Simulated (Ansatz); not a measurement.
Energy landscape near a Pd structure

Computed with Ansatz 0.2.0, DFT PBE, scalar-relativistic, plane waves, PAW.

Plane waves to 420 eV, a k mesh through Γ of 18×18×18 on the computed 1-atom cell and Gaussian smearing (0.10 eV); no spin polarisation.

Reference cell:

```
CELL_PARAMETERS angstrom
-1.57228 1.57228 1.57228
1.57228 -1.57228 1.57228
1.57228 1.57228 -1.57228
ATOMIC_POSITIONS crystal
Pd 0.00000 0.00000 0.00000
```

Each variant moves atoms of this cell by the vectors given, if any (Å), and then applies a symmetric strain (tensor components, Cartesian axes). The reference cell isn't relaxed at this level. Energies are per atom at zero smearing, counted from the lowest variant. Pressure is positive in compression.

1. strain (xx yy zz yz xz xy, %) 4.11 4.11 4.11 2.00 -2.00 2.00
2. strain (xx yy zz yz xz xy, %) 3.44 3.44 3.44 0.00 0.00 0.00
3. strain (xx yy zz yz xz xy, %) 0.68 0.68 0.68 0.00 0.00 0.00
4. strain (xx yy zz yz xz xy, %) 0.82 0.82 0.82 0.00 0.00 0.00

| variant | ΔE (meV/atom) | P (GPa) | space group |
| --- | --- | --- | --- |
| 1 | 118.8 | -14.05 | R-3m |
| 2 | 76.9 | -13.17 | Im-3m |
| 3 | 0.0 | -4.19 | Im-3m |
| 4 | 1.9 | -4.77 | Im-3m |

This bcc form isn't the element's structure at ambient conditions.